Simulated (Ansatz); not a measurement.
Runs of Ansatz 0.2.0 on CuO (Tenorite). The structure is monoclinic, space group C2/c (No. 15). The conventional cell has a = 4.684 Å, b = 3.423 Å, c = 5.129 Å, α = 90.00°, β = 99.54°, γ = 90.00°. Around Cu (site symmetry -1) lie 4 O at 1.95 to 1.96 Å. O (site symmetry 2) is surrounded by 4 Cu at 1.95 to 1.96 Å. 

```csv
task,level,cell,k mesh,smearing,points for each segment of the path,atoms under strain,gap on the mesh (eV),pressure (GPa),largest force (eV/Å)
band structure,PBE,as given,10 × 10 × 5,fermi-dirac 0.05 eV,14,-,none,5.7,0.26
elastic constants,LDA,as given,7 × 7 × 4,fermi-dirac 0.05 eV,-,relaxed,none,-6.7,-
relaxation of cell and atoms,PBE,relaxed,10 × 10 × 5,fermi-dirac 0.05 eV,-,-,-,0.0,-
elastic constants,PBEsol,as given,7 × 7 × 4,fermi-dirac 0.05 eV,-,clamped,none,(a),0.38
single point,PBE,as given,10 × 10 × 5,gaussian 0.011 eV,-,-,none,5.7,0.26
```

Alike in all rows: potentials or basis Ansatz PAW; no spin polarisation; cutoff (eV) 420.

Estimate the missing entries.

(a) -2.7.

Caveats: the run has no spin polarisation, though such a crystal can be magnetic; semilocal functionals often make such compounds metallic where correlation or magnetic order opens a gap, which also shifts bond lengths (some runs); elastic constants of metals need much finer meshes, so these are rough (some runs); the PAW data sets come from PBE, with cores solved anew for the run's functional, which leaves a small shift of forces and pressure (some runs); the cell is more than 3 GPa from zero pressure, which shifts response properties (some runs); the plane-wave basis is chosen anew once the cell has moved, so the energies of steps on either side of that aren't comparable (some runs).

A gap of «none» marks a metal or a gap under the smearing width.
